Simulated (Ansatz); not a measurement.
# Formation energy and levels of the self-interstitial Cd_i (6-fold void) in CdS (F-43m)

Wanted: the transition levels of a self-interstitial in CdS (F-43m), from a cell of 54 host atoms with 1 Cd put in.

Program: Ansatz 0.2.0. Level of theory: place-levels on r2SCAN runs: charge-transition levels and formation energies with image-charge correction and potential alignment at the atomic sites; PAW set soft_1. Results are calculated unless marked as measured.

## 1. The starting structure

The cell holds 55 atoms: 28 Cd and 27 S. Its edges and angles: a = 12.471 Å, b = 12.471 Å, c = 12.471 Å, α = 60.0°, β = 60.0°, γ = 60.0°. It derives from CdS (space group F-43m). Nearest the centre at fractional (0.792, 0.792, 0.125): Cd55 at 0.00 Å, S54 at 2.44 Å, S32 at 2.44 Å, S44 at 2.44 Å, Cd37 at 2.44 Å, Cd13 at 2.44 Å, Cd51 at 2.44 Å, S50 at 3.82 Å.

Structure file:

```xyz
55
Lattice="0.0000 8.8180 8.8180 8.8180 0.0000 8.8180 8.8180 8.8180 0.0000" Properties=species:S:1:pos:R:3 pbc="T T T"
Cd    0.0000    0.0000    0.0000
S     4.4090    4.4090    4.4090
Cd    2.9393    2.9393    0.0000
S     7.3484    7.3484    4.4090
Cd    5.8787    5.8787    0.0000
S    10.2877   10.2877    4.4090
Cd    2.9393    0.0000    2.9393
S     7.3484    4.4090    7.3484
Cd    5.8787    2.9393    2.9393
S    10.2877    7.3484    7.3484
Cd    8.8180    5.8787    2.9393
S    13.2270   10.2877    7.3484
Cd    5.8787    0.0000    5.8787
S    10.2877    4.4090   10.2877
Cd    8.8180    2.9393    5.8787
S    13.2270    7.3484   10.2877
Cd   11.7574    5.8787    5.8787
S    16.1664   10.2877   10.2877
Cd    0.0000    2.9393    2.9393
S     4.4090    7.3484    7.3484
Cd    2.9393    5.8787    2.9393
S     7.3484   10.2877    7.3484
Cd    5.8787    8.8180    2.9393
S    10.2877   13.2270    7.3484
Cd    2.9393    2.9393    5.8787
S     7.3484    7.3484   10.2877
Cd    5.8787    5.8787    5.8787
S    10.2877   10.2877   10.2877
Cd    8.8180    8.8180    5.8787
S    13.2270   13.2270   10.2877
Cd    5.8787    2.9393    8.8180
S    10.2877    7.3484   13.2270
Cd    8.8180    5.8787    8.8180
S    13.2270   10.2877   13.2270
Cd   11.7574    8.8180    8.8180
S    16.1664   13.2270   13.2270
Cd    0.0000    5.8787    5.8787
S     4.4090   10.2877   10.2877
Cd    2.9393    8.8180    5.8787
S     7.3484   13.2270   10.2877
Cd    5.8787   11.7574    5.8787
S    10.2877   16.1664   10.2877
Cd    2.9393    5.8787    8.8180
S     7.3484   10.2877   13.2270
Cd    5.8787    8.8180    8.8180
S    10.2877   13.2270   13.2270
Cd    8.8180   11.7574    8.8180
S    13.2270   16.1664   13.2270
Cd    5.8787    5.8787   11.7574
S    10.2877   10.2877   16.1664
Cd    8.8180    8.8180   11.7574
S    13.2270   13.2270   16.1664
Cd   11.7574   11.7574   11.7574
S    16.1664   16.1664   16.1664
Cd    8.0832    8.0832   13.9619
```

Known beforehand: the electronic dielectric constant, 6.49, and the static one, 10.34, computed on the host (DFPT, PBEsol, on the r2SCAN cell), and a cell off the functional's own equilibrium shifts the ionic part.

The cell's shortest repeat is 12.5 Å.

## 2. Charge states

Levels follow from differences of total energies between charge states, each relaxed by itself.

Random displacements of about 0.05 Å break the site symmetry at the start, so that the relaxation can reach a distorted minimum if there is one. Forces are taken at one point at (¼, ¼, ¼). The cell holds 1 electron more than the neutral one, with a uniform background that keeps it neutral on the whole. The electron count is odd, so at least one spin is unpaired; this run locks the moment at 1 μB.

The sampling was tested on the host first: at the k-points planned (1x1x1 shifted 0.25 0.25 0.25) its energy lies 0.033 eV an atom from the dense-mesh value, so the final energies take a denser sampling.

One of the inputs; charge, spin and start change from state to state.

qm1_M1.relax/input.yaml

```yaml
crystal:
  lattice:
    - [0.0, 2.93934323, 2.93934323]
    - [2.93934323, 0.0, 2.93934323]
    - [2.93934323, 2.93934323, 0.0]
  atoms:
    - { symbol: Cd, position: [0.0, 0.0, 0.0] }
    - { symbol: S, position: [0.75, 0.75, 0.75] }
  supercell: [3, 3, 3]
  defects:
    - { interstitial: { symbol: Cd, position: [0.791667, 0.791667, 0.125] } }
total_charge: -1
basis:
  ecutwfc: 500
  xc_grid: 2
hamiltonian:
  xc: r2scan
  pseudopotentials: { kind: paw, azcp: { folder: soft_1 } }
kpoints:
  mp_grid: { grid: [1, 1, 1], shift: [0.25, 0.25, 0.25] }
magnetization:
  spin_polarized: true
  initial_magnetization: 1
  spin_locking: { lock_magnetization: hard }
scf:
  occupations: { method: fixed }
  max_iter: 80
output:
  forces: true
  charged_corrections: { epsilon: 6.49, static_epsilon: 10.34 }
relax:
  f_tol: 0.02
  max_steps: 80
  random_displacement: { amplitude: 0.05, seed: 881 }
checkpoint:
  write: "../qm1_M1.relax.run"
  compress: false
  write_wavefunctions: true
  write_every: 100000
```

Started as:

```
$ ansatz run input.yaml --threads 32 --pin off --max-ram 56524MiB --backend cuda --events-out ev --progress --plain --runs-dir out --max-vram 78GiB
```

The relaxed structure is kept and the sampling changed to a 2×2×2 shifted mesh.

The run of this state that the levels use, under r2SCAN:

qm1_M1.point/input.yaml

```yaml
crystal:
  checkpoint: "../qm1_M1.relax.run"
  host: checkpoint
total_charge: -1
basis:
  ecutwfc: 500
  xc_grid: 2
hamiltonian:
  xc: r2scan
  pseudopotentials: { kind: paw, azcp: { folder: soft_1 } }
kpoints:
  mp_grid: { grid: [2, 2, 2], shift: [0.5, 0.5, 0.5] }
magnetization:
  spin_polarized: true
  initial_magnetization: 1
  spin_locking: { lock_magnetization: hard }
scf:
  occupations: { method: fermi_dirac, width: 0.01 }
  max_iter: 80
output:
  forces: true
  eigenvalues: true
  charged_corrections:
    epsilon: 6.49
    static_epsilon: 10.34
    defect_position: [0.791667, 0.791667, 0.125]
  eigenstates: { localisation: true }
  populations: true
  efg: {}
checkpoint:
  read: "../qm1_M1.relax.run"
  write: "../qm1_M1.point.run"
  compress: false
  write_wavefunctions: false
  write_every: 100000
```

Relaxations under r2SCAN at one point at (¼, ¼, ¼); times on 1 × NVIDIA GB200 with 32 threads of Arm Neoverse V2, shared host:

| charge | moment (μB) | occupations | outcome | steps | largest displacement against the far atoms (Å) | time |
| --- | --- | --- | --- | --- | --- | --- |
| −1 | 1 | fixed | converged | 11 | 1.00 | 18 s |
| 0 | 0 | fixed | converged | 13 | 1.18 | 11 s |
| +1 | 1 | fixed | converged | 13 | 1.27 | 20 s |
| +2 | 0 | fixed | converged | 12 | 1.26 | 11 s |
| 0 | 2 | fixed | converged | 11 | 0.96 | 16 s |

Single points under r2SCAN at a 2×2×2 shifted mesh; times on 1 × NVIDIA GB200 with 32 threads of Arm Neoverse V2, shared host:

| charge | moment (μB) | occupations | outcome | time |
| --- | --- | --- | --- | --- |
| −1 | 1 | fermi-dirac | converged | 12 s |
| 0 | 0 | fermi-dirac | converged | 5.5 s |
| +1 | 1 | fermi-dirac | converged | 11 s |
| +2 | 0 | fermi-dirac | converged | 5.2 s |
| 0 | 2 | fermi-dirac | converged | 13 s |

Distances (Å) from Cd55 to the nearest atoms after relaxation with r2SCAN:

| charge | moment (μB) | 1. | 2. | 3. | 4. | 5. | 6. |
| --- | --- | --- | --- | --- | --- | --- | --- |
| −1 | 1 | Cd 2.75 | Cd 2.78 | Cd 2.78 | Cd 2.78 | S 2.80 | S 2.81 |
| 0 | 0 | Cd 2.81 | Cd 2.81 | Cd 2.81 | Cd 2.81 | S 2.88 | S 2.89 |
| 0 | 2 | S 2.75 | S 2.75 | S 2.75 | Cd 2.81 | Cd 2.81 | Cd 2.81 |
| +1 | 1 | S 2.56 | S 2.56 | S 2.56 | S 2.56 | Cd 3.13 | Cd 3.13 |
| +2 | 0 | S 2.53 | S 2.53 | S 2.53 | S 2.54 | Cd 3.16 | Cd 3.16 |

## 3. Levels against the band edges, r2SCAN

A charged cell interacts with its images and the background, and its potential has another zero than the host's. place-levels removes the first by a point-charge model, screened by the static dielectric constant since the ions have relaxed around the charge, and the second by comparing potentials at atoms far from the defect.

The host is a run of the defect-free crystal in the same cutoffs, grids and k-points, so that basis and sampling errors cancel in part in the differences. The host is run in a cell of 2 atoms on a matching mesh. Its band edges are searched through the zone by a band path, so the gap is smaller than, or equal to, that on the mesh. Chemical potentials are energies per atom of Cd (hcp), run with the same functional and cutoff.

levels.point.yaml

```yaml
host:
  run: host.point.run
states: [qm1_M1.point.run, q0.point.run, qp1_M1.point.run, qp2.point.run, q0_M2.point.run]
geometry_from:
  qm1_M1.point.run: qm1_M1.relax.run
  q0.point.run: q0.relax.run
  qp1_M1.point.run: qp1_M1.relax.run
  qp2.point.run: qp2.relax.run
  q0_M2.point.run: q0_M2.relax.run
  host.point.run: host.relax.run
chemical_potentials:
  Cd:
    energy: -8268.253598
    dataset: "<sha256 of the dataset>"
epsilon: 6.49
static_epsilon: 10.34
vertical:
  - { from: qm1_M1.point.run, to: qm1_M1.point_neutral.run }
  - { from: qp1_M1.point.run, to: qp1_M1.point_neutral.run }
  - { from: qp2.point.run, to: qp2.point_neutral.run }
```

Started as:

```
$ ansatz place-levels levels.point.yaml -- --threads 32 --pin off --max-ram 56524MiB --backend cuda --max-vram 78GiB
```

Numbers of over 12 decimals in the logs are rounded to 6 here.

What it wrote:

```text
[... repeated set-up lines and file paths are left out, and long positions are rounded to six places ...]
(+2/+1) 1.546 eV above the valence edge (+1.848 eV without the band-filling correction), in the conduction band
(+1/0) 1.893 eV above the valence edge (+2.022 eV without the band-filling correction), in the conduction band; not on the lower envelope
(0/-1) 1.680 eV above the valence edge (+2.727 eV without the band-filling correction), in the conduction band; not on the lower envelope
(+1/-1) 1.787 eV above the valence edge (+2.375 eV without the band-filling correction), in the conduction band: charges between them are lowest nowhere
formation energy of charge +2: -0.858 eV with the Fermi level at the valence edge
formation energy of charge +1: +0.688 eV with the Fermi level at the valence edge
formation energy of charge 0: +2.581 eV with the Fermi level at the valence edge
formation energy of charge -1: +4.261 eV with the Fermi level at the valence edge
vertical -1 to 0: no energy, since no alignment is typed
  the change from vertical[0].from (qm1_M1.point.run) to vertical[0].to (qm1_M1.point_neutral.run): by its potential at epsilon 6.49 it is spread over the cell along a vector, with an rms radius of about 8.5 Å (4.9 4.9 4.9 Å across the planes of the cell's [...]
vertical +1 to 0: no energy, since no alignment is typed
  the change from vertical[1].from (qp1_M1.point.run) to vertical[1].to (qp1_M1.point_neutral.run): by its potential at epsilon 6.49 it stands at 0.911 0.911 0.244, with an rms radius of about 4.8 Å (2.8 2.8 2.8 Å across the planes of the cell's vectors); [...]
vertical +2 to 0: no energy, since no alignment is typed
  the change from vertical[2].from (qp2.point.run) to vertical[2].to (qp2.point_neutral.run): by its potential at epsilon 6.49 it stands at 0.917 0.916 0.250, with an rms radius of about 4.6 Å (2.6 2.6 2.6 Å across the planes of the cell's vectors); [...]
  edges by r2scan, gap 1.537 eV; the host is sampled to repeats of 24.94 Å
  the defect's cells are sampled to repeats of 24.94 Å, like sampling
  charge +2: -256024.8402 eV with its correction of +1.172 eV, at epsilon 10.34, aligned at sites: +0.2240 eV, mean over 16 atomic sites at or beyond 6.24 Å from the defect at [0.7917, 0.7917, 0.1250], with +0.000000 for the charge's moments and without [...]
  charge +1: -256016.6728 eV with its correction of +0.456 eV, at epsilon 10.34, aligned at sites: +0.2745 eV, mean over 16 atomic sites at or beyond 6.24 Å from the defect at [0.7917, 0.7917, 0.1250], with +0.000000 for the charge's moments and without [...]
  charge 0: +0.000 eV for its dipole among its images, +0.000 omitted
[...]
of states[4] (q0_M2.point.run): its alignment with the host at atomic sites is doubtful: the mean over the far sites moves by -0.0678 eV from their farther parts to their nearer, more than 0.05 eV. [...]
  of vertical[0].from (qm1_M1.point.run): its moments are held at its close (magnetization.spin_locking), by a field of 0.129 eV a Bohr magneton, and its energy and levels are of the state that this holds: a run that lets them go can end lower; [...]
  of vertical[1].from (qp1_M1.point.run): its moments are held at its close (magnetization.spin_locking), by a field of 0.285 eV a Bohr magneton, and its energy and levels are of the state that this holds: a run that lets them go can end lower; [...]
  of vertical[2].from (qp2.point.run): it parts from the run at its places by a charge that spreads by about 2.6 Å along one vector (1.8 Å or more is wide), by its potential at epsilon 6.49, taken for that of held ions (one typed too small widens it), where [...]
```

Run time: 0.42 s. Hardware: 32 threads of Arm Neoverse V2, shared host.

Levels between the charges placed, in eV above the valence top:

|  | gap (eV) | (+2/+1) | (+1/0) | (0/−1) |
| --- | --- | --- | --- | --- |
| r2SCAN | 1.54 | 1.55 | 1.89 | 1.68 |

Corrections by state:

| charge | moment (μB) | image terms and alignment (eV) | band filling (eV) | ε used | over the lowest of its charge, as the program ranks them, band filling apart (eV) |
| --- | --- | --- | --- | --- | --- |
| +2 | 0.0 | 1.172 | - | 10.34 | 0.000 |
| +1 | 1.0 | 0.456 | -0.302 | 10.34 | 0.000 |
| 0 | 0.0 | 0.000 | -0.431 | - | 0.000 |
| −1 | 1.0 | -0.175 | -1.478 | 10.34 | 0.000 |
| 0 | 2.0 | 0.000 | - | - | 0.652 |

The charged structures listed were also run neutral, and place-levels reads from each pair, by the potential or the spins, how wide the charge is by which they differ; that can be the carrier of either run.

| charge | rms radius (Å) | spread where it is widest against the cell (Å) | wide from (Å) | reading |
| --- | --- | --- | --- | --- |
| +2 | 4.6 | 2.64 | 1.76 | wide |
| +1 | 4.8 | 2.79 | 1.76 | wide |
| −1 | 8.5 | 4.92 | 1.76 | wide |

The neutral runs of these pairs need not share the spin of the lowest neutral state, and very wide values only mean spread over the cell.

From the program's caveats on the states, each cut to its opening words:

- charge +2: it parts from the run at its places by a charge that spreads by about 2.6 Å along one vector (1.8 Å or more is wide), by its potential at epsilon 6.49, taken [...]
- charge +2: the far atoms show a dipole or second moment of the defect's charge, for which the correction takes or leaves out 0.16 eV: further moments aren't read, and the [...]
- charge +1 (1 μB): it parts from the run at its places by a charge that spreads by about 2.8 Å along one vector (1.8 Å or more is wide), by its potential at epsilon 6.49, taken [...]
- charge +1 (1 μB): a band-filling correction moves a carrier to the host's band edge, which changes its energy by -0.302 eV
- charge +1 (1 μB): its moments are held at its close (magnetization.spin_locking), by a field of 0.285 eV a Bohr magneton, and its energy and levels are of the state that this [...]
- charge +1 (1 μB), −1 (1 μB), 0 (2 μB): flagged: stability check not made
- charge 0: a band-filling correction moves a carrier to the host's band edge, which changes its energy by -0.431 eV
- charge −1 (1 μB): how wide its charge is, is not read beside other atoms or cores, and a band state would take no correction
- charge −1 (1 μB): a band-filling correction moves a carrier to the host's band edge, which changes its energy by -1.478 eV
- charge −1 (1 μB): its alignment with the host at atomic sites is doubtful: the mean over the far sites moves by -0.0738 eV from their farther parts to their nearer, more than [...]
- charge −1 (1 μB): the host's ions (past the first shell or, of a walk that freed a part, those that it held) aren't shown at rest: they stand up to 0.205 Å off their sites, 2.41 [...]
- charge −1 (1 μB): its moments are held at its close (magnetization.spin_locking), by a field of 0.129 eV a Bohr magneton, and its energy and levels are of the state that this [...]
- charge 0 (2 μB): its alignment with the host at atomic sites is doubtful: the mean over the far sites moves by -0.0678 eV from their farther parts to their nearer, more than [...]
- charge 0 (2 μB): its sublattices stand up to 0.0066 Å off the host's, which by the two runs' forces adds about +0.01 eV to its energy against the host's, and moves the band [...]

The host's formation energy from the elements is -0.806 eV per atom; it sets how far the chemical potentials can move.

Formation energies (eV), Cd-rich (Δμ(Cd) = 0.00 eV, Δμ(S) = -1.61 eV):

| charge | Fermi level at the valence top | at the conduction bottom |
| --- | --- | --- |
| +2 | -0.86 | 2.22 |
| +1 | 0.69 | 2.23 |
| 0 | 2.58 | 2.58 |
| −1 | 4.26 | 2.72 |

Formation energies (eV), S-rich (Δμ(S) = 0.00 eV, Δμ(Cd) = -1.61 eV):

| charge | Fermi level at the valence top | at the conduction bottom |
| --- | --- | --- |
| +2 | 0.75 | 3.83 |
| +1 | 2.30 | 3.84 |
| 0 | 4.19 | 4.19 |
| −1 | 5.87 | 4.34 |

## 4. Effect of the sampling

The relaxations' own energies give the levels at their sampling, for comparison.

levels.relax_mesh.yaml

```yaml
host:
  run: host.relax.run
states: [qm1_M1.relax.run, q0.relax.run, qp1_M1.relax.run, qp2.relax.run, q0_M2.relax.run]
chemical_potentials:
  Cd:
    energy: -8268.253598
    dataset: "<sha256 of the dataset>"
```

Started as:

```
$ ansatz place-levels levels.relax_mesh.yaml -- --threads 32 --pin off --max-ram 56524MiB --backend cuda --max-vram 78GiB
```

What it wrote:

```text
(+2/+1) 1.370 eV above the valence edge, 0.149 eV under the conduction edge
(+1/0) 1.735 eV above the valence edge, in the conduction band; not on the lower envelope
[...]
formation energy of charge +2: -0.735 eV with the Fermi level at the valence edge
formation energy of charge +1: +0.635 eV with the Fermi level at the valence edge
formation energy of charge 0: +2.370 eV with the Fermi level at the valence edge
formation energy of charge -1: +3.974 eV with the Fermi level at the valence edge
  edges by r2scan, gap 1.518 eV; the host is sampled to repeats of 12.47 Å
[... the lines on each state left out ...]
```

Run time: 0.12 s. Hardware: 32 threads.

Levels between neighbouring charges, in eV above the valence top:

|  | gap (eV) | (+2/+1) | (+1/0) | (0/−1) |
| --- | --- | --- | --- | --- |
| one point at (¼, ¼, ¼) | 1.52 | 1.37 | 1.74 | 1.60 |
| a 2×2×2 shifted mesh | 1.54 | 1.55 | 1.89 | 1.68 |

Going from one point at (¼, ¼, ¼) to a 2×2×2 shifted mesh moves formation energies against the elements by up to 0.29 eV; band-filling terms, which differ between samplings, are in these energies.

## 5. What came out

```
gap of the host                                                          : 1.54 eV (r2SCAN)
level (plus 2/plus 1)                                                    : 1.55 eV above the valence top, past the conduction bottom (1.85 eV above the valence top without the band-filling term)
level (plus 1/0)                                                         : 1.89 eV above the valence top, past the conduction bottom, not a change between lowest states (2.02 eV above the valence top without the band-filling term)
level (0/minus 1)                                                        : 1.68 eV above the valence top, past the conduction bottom, not a change between lowest states (2.73 eV above the valence top without the band-filling term)
lowest of the charges placed, just above the valence top (0.02 eV)       : +2
lowest of the charges placed, just below the conduction bottom (0.02 eV) : +2
lowest formation energy at mid-gap of the charges run, Cd-rich           : 0.68 eV
lowest formation energy at mid-gap of the charges run, S-rich            : 2.29 eV
```

**Reading.** Of the charges placed (−1, 0, +1 and +2), +2 is the lowest from 0.02 eV above the valence top to 0.02 eV below the conduction bottom, a gap of 1.54 eV. Charges above +2 were not placed, so these runs say nothing of levels that involve them. States placed: +2 at 0 μB; +1 at 1 μB; 0 at 0 μB and 2 μB; −1 at 1 μB. Other spin states or structures, where not listed, weren't placed. The program finds carriers beyond a band edge of the host and adds a band-filling term at charge −1 (-1.48 eV), 0 (-0.43 eV) and +1 (-0.30 eV); steps to such a charge show no bound level, and a defect level inside a band would be read the same way. At charge −1, 0, +1 and +2 the atom put in ends up to 1.2 Å from its starting place, so the name tells the start alone and the levels can join different sites. Going from one point at (¼, ¼, ¼) to a 2×2×2 shifted mesh moves formation energies against the elements by up to 0.29 eV; band-filling terms, which differ between samplings, are in these energies. The program doubts the alignment of potentials for at least one state, a sign that the cell is small. Keep in mind: r2SCAN makes the gap too small and tends to spread out bound carriers; spin–orbit coupling, which can matter with heavy atoms, is left out; force components of up to 0.40 eV/Å remain in a run at the final settings.

[Logs are printed without paths, hosts, clocks, repeated set-up lines and the standing remarks that a program may print on its own settings, such as how far it seeks lower states.]

[Hosts, paths, dates, database ids (printed as entryN), source tags and the programs' standing remarks are cut or masked in the printed files.]

[Where a table of states has a column of steps, it counts the stored structures, which are thinned; the runs took as many ionic steps or more.]

[A defect's name tells the site on which it was built; relaxed atoms can leave that site.]

[For some hosts the program warned that the k-mesh of the response run may be too coarse for force constants and the static dielectric constant; such warnings are not shown here.]
